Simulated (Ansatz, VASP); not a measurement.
## Two plane-wave programs on MgO

```
CELL_PARAMETERS angstrom
3.11275 0.00000 0.00000
-1.55637 2.69572 0.00000
0.00000 0.00000 5.62689
ATOMIC_POSITIONS crystal
Mg 0.33333 0.66667 0.00216
Mg 0.66667 0.33333 0.50216
O 0.33333 0.66667 0.40244
O 0.66667 0.33333 0.90244
```

Alike in both runs: task single point; functional PBEsol; k mesh 9 × 9 × 6; occupations gaussian, width 0.05 eV; no spin polarisation.

|  | VASP | Ansatz |
| --- | --- | --- |
| version | VASP 6.6.1 | Ansatz 0.2.0 |
| potentials or method | VASP PAW PBE potentials, release 64 (Mg, O) | scalar-relativistic, plane waves, PAW |
| plane-wave cutoff (eV) | 520 | 420 |
| valence electrons in the cell | 16 | 32 |

|  | VASP | Ansatz | Ansatz less VASP |
| --- | --- | --- | --- |
| gap on the k mesh at the Fermi level (eV) | 3.54 | 3.54 | 0.000 |
| least direct gap on the mesh (eV) | 3.54 | 3.54 | 0.000 |
| pressure (GPa) | 7.8 | 7.9 | +0.07 |
| largest component of the traceless stress (GPa) | 21.44 | 21.08 | -0.356 |
| rms of the force components (eV/Å) | 0.641 | 0.631 | -0.0106 |

Atom by atom the forces differ by 0.011 eV/Å (rms over components). The two sets of potentials don't hold the same shells in valence.

Caveats: the PAW data sets were made with another functional, which shifts forces and pressure a little (VASP); an odd mesh through Γ misses points on the zone boundary, where band edges often lie. As with any semilocal functional, this PBEsol gap is likely too small.
